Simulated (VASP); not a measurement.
Write the native input for VASP 6.6.1 that does the following.

```yaml
Task: band structure
Functional: PBE
Potentials_or_basis: VASP PAW PBE potentials, release 64 (Rb_sv, Cl)
Cutoff: 520 eV
k_mesh: 6 × 6 × 6
Occupations: gaussian, width 0.02 eV
Spin: spin-orbit coupling, no magnetisation
Ladder: free
Further_INCAR_settings: ALGO = Normal; EDIFF = 1e-07
```

The system is RbCl.

```
CELL_PARAMETERS angstrom
0.00000 3.27400 3.27400
3.27400 0.00000 3.27400
3.27400 3.27400 0.00000
ATOMIC_POSITIONS crystal
Rb 0.00000 0.00000 0.00000
Cl 0.50000 0.50000 0.50000
```

These files were run (other wordings do the same):

POSCAR

```
RbCl
1.0
    0.0000000000      3.2740000000      3.2740000000
    3.2740000000      0.0000000000      3.2740000000
    3.2740000000      3.2740000000      0.0000000000
Rb Cl
1 1
Direct
    0.0000000000      0.0000000000      0.0000000000
    0.5000000000      0.5000000000      0.5000000000
```

INCAR.step1

```
  PREC = Accurate
  ENCUT = 520
  EDIFF = 1E-7
  ISMEAR = 0
  SIGMA = 0.02
  LREAL = False
  LASPH = True
  NELM = 60
  ALGO = Normal
  ISIF = 2
  LWAVE = False
  LCHARG = True
  MAGMOM = 0 0 0 0 0 0
  LORBIT = 11
  LSORBIT = True
  GGA_COMPAT = False
  GGA = PE
  KPAR = 2
```

KPOINTS.step1

```
Automatic mesh
0
Gamma
  6 6 6
```

INCAR.step2

```
  PREC = Accurate
  ENCUT = 520
  EDIFF = 1E-7
  ISMEAR = 0
  SIGMA = 0.05
  LREAL = False
  LASPH = True
  NELM = 60
  ALGO = Normal
  ISIF = 2
  LWAVE = False
  LCHARG = False
  MAGMOM = 0 0 0 0 0 0
  LORBIT = 11
  LSORBIT = True
  GGA_COMPAT = False
  GGA = PE
  ICHARG = 11
  KPAR = 2
```

KPOINTS.step2

```
path GXWKGLUWLK,UX
20
line-mode
reciprocal
 0.0000000000  0.0000000000  0.0000000000  G
 0.5000000000  0.0000000000  0.5000000000  X

 0.5000000000  0.0000000000  0.5000000000  X
 0.5000000000  0.2500000000  0.7500000000  W

 0.5000000000  0.2500000000  0.7500000000  W
 0.3750000000  0.3750000000  0.7500000000  K

 0.3750000000  0.3750000000  0.7500000000  K
 0.0000000000  0.0000000000  0.0000000000  G

 0.0000000000  0.0000000000  0.0000000000  G
 0.5000000000  0.5000000000  0.5000000000  L

 0.5000000000  0.5000000000  0.5000000000  L
 0.6250000000  0.2500000000  0.6250000000  U

 0.6250000000  0.2500000000  0.6250000000  U
 0.5000000000  0.2500000000  0.7500000000  W

 0.5000000000  0.2500000000  0.7500000000  W
 0.5000000000  0.5000000000  0.5000000000  L

 0.5000000000  0.5000000000  0.5000000000  L
 0.3750000000  0.3750000000  0.7500000000  K

 0.6250000000  0.2500000000  0.6250000000  U
 0.5000000000  0.0000000000  0.5000000000  X
```

Potentials or basis: VASP PAW PBE potentials, release 64 (Rb_sv, Cl).

Command:

```console
$ cat potpaw_PBE.64/Rb_sv/POTCAR potpaw_PBE.64/Cl/POTCAR > POTCAR
$ cp INCAR.step1 INCAR
$ cp KPOINTS.step1 KPOINTS
$ mpirun -np 2 vasp_ncl > vasp.out
$ cp INCAR.step2 INCAR
$ cp KPOINTS.step2 KPOINTS
$ mpirun -np 2 vasp_ncl > vasp.out
```

Run time: 2 min on 2 MPI ranks on Intel(R) Xeon(R) 6975P-C (Granite Rapids), on a shared host, peak memory 0.68 GiB a rank.
